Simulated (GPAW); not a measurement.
Input of a GPAW 26.7.0 run:

The input run.py:

```python
from ase import Atoms
from ase.dft.bandgap import bandgap
from ase.io import write
from ase.units import GPa
from gpaw import GPAW, PW, setup_paths

setup_paths.insert(0, '.')

atoms = Atoms(['In', 'As'],
              cell=[[0.0, 3.018, 3.018],
                    [3.018, 0.0, 3.018],
                    [3.018, 3.018, 0.0]],
              scaled_positions=[[0.0, 0.0, 0.0],
                                [0.75, 0.75, 0.75]],
              pbc=True)

calc = GPAW(mode=PW(600),
            xc='PBEsol',
            kpts={'size': (8, 8, 8), 'gamma': True},
            occupations={'name': 'fermi-dirac', 'width': 0.05},
            nbands=18,
            convergence={'density': 1e-05, 'energy': 1e-05},
            maxiter=150,
            txt='gpaw.txt')
atoms.calc = calc
energy = atoms.get_potential_energy()
forces = atoms.get_forces()
stress = atoms.get_stress()
calc.write('gs.gpw')
write('result.traj', atoms)
print(f'Energy: {energy:.6f} eV')
print('Forces (eV/A):')
print(forces.round(4))
print('Stress (GPa):', (stress / GPa).round(3))
print('Fermi level:', round(calc.get_fermi_level(), 4), 'eV')
print(f'Gap: {bandgap(calc)[0]:.4f} eV, direct: {bandgap(calc, direct=True)[0]:.4f} eV')

path = atoms.cell.bandpath('GXWKGLUWLK,UX', npoints=80, eps=1e-4)
bs_calc = calc.fixed_density(kpts=path, symmetry='off', nbands=30,
                             convergence={'bands': 'CBM+6.0', 'eigenstates': 1e-6}, txt='bands.txt')
bs = bs_calc.band_structure()
bs.write('bs.json')
print(f'Gap on the path: {bandgap(bs_calc)[0]:.4f} eV')
```

Potentials or basis: PAW data sets generated in the run's folder for this functional, pw.

Command:

```bash
$ gpaw-setup -f PBEsol As In
$ OMP_NUM_THREADS=1 python run.py
```

Problem. Estimate the band gap along the path.

Solution. None (metal or under the smearing width).

Problem. What does it give for the pressure?

Solution. 1.3 GPa.

Levels at the corners of the path, in eV from the Fermi level:
```csv
point,band 6,band 7,band 8,band 9,band 10,band 11,band 12,band 13
Γ,-11.97,-0.30,-0.05,-0.05,-0.05,3.80,3.80,3.80
X,-9.91,-5.95,-2.42,-2.42,1.38,1.94,9.07,9.20
W,-9.85,-5.80,-3.06,-2.99,4.16,4.17,4.89,5.93
K,-9.92,-5.81,-3.39,-2.04,1.98,4.18,7.20,7.34
Γ,-11.97,-0.30,-0.05,-0.05,-0.05,3.80,3.80,3.80
L,-10.46,-5.89,-1.06,-1.06,0.84,4.58,4.58,6.69
U,-9.92,-5.81,-3.39,-2.04,1.98,4.18,7.20,7.34
W,-9.85,-5.80,-3.06,-2.99,4.16,4.17,4.89,5.93
L,-10.46,-5.89,-1.06,-1.06,0.84,4.58,4.58,6.69
K,-9.92,-5.81,-3.39,-2.04,1.98,4.18,7.20,7.34
U,-9.92,-5.81,-3.39,-2.04,1.98,4.18,7.20,7.34
X,-9.91,-5.95,-2.42,-2.42,1.38,1.94,9.07,9.20
```

Caveat: spin-orbit coupling is left out, which moves the levels of the heavy elements; this crystal is a semiconductor, whose small gap the functional closes, so the metal is an error of the method.

**What was measured.**

From a printed reference work, data compilation, for a bulk crystal of InAs at 4.2 K: band gap 0.418 eV (direct).

Against the measured gap of InAs, 0.418 eV (direct; 4.2 K; a printed reference work, data compilation), the calculated 0.00 eV is off by -0.42 eV. Spin-orbit coupling on As, In is left out. The value is that of PBEsol, without temperature or zero-point motion. Semilocal functionals fall short of measured gaps as a rule.
